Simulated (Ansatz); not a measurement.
Input and command of a plane-wave DFT calculation in Ansatz:

```yaml
crystal:
  lattice:
    - [0.0, 1.9154685285, 1.9154685285]
    - [1.9154685285, 0.0, 1.9154685285]
    - [1.9154685285, 1.9154685285, 0.0]
  atoms:
    - { symbol: Ir, position: [0.0, 0.0, 0.0] }
basis:
  ecutwfc: 420
kpoints:
  mp_grid: { grid: [18, 18, 18] }
hamiltonian:
  xc: pbesol
scf:
  occupations: { method: gaussian, width: 0.1 }
output:
  forces: true
  stress: true
  eigenvalues: true
relax:
  adjacent_minimum: "off"
  f_tol: 0.01
  max_steps: 60
  cell: { stress_tol: 0.1 }
```

```bash
ansatz run input.yaml --threads 1 --pin off --max-ram 2560MiB --backend cpu --events-out ev --progress --plain --runs-dir out
```

Processor: Intel(R) Xeon(R) 6975P-C (Granite Rapids), 1 thread, on a host shared with other jobs.

Problem. How long does it run, and how much memory does it take?

Solution. About 5.3 s on 1 thread of Intel(R) Xeon(R) 6975P-C (Granite Rapids), on a shared host, peak memory 0.37 GiB. It solves 13 bands at 195 k points (the mesh reduced by symmetry) with about 283 plane waves (on the last cell), in 15 SCF iterations over 4 ionic steps.
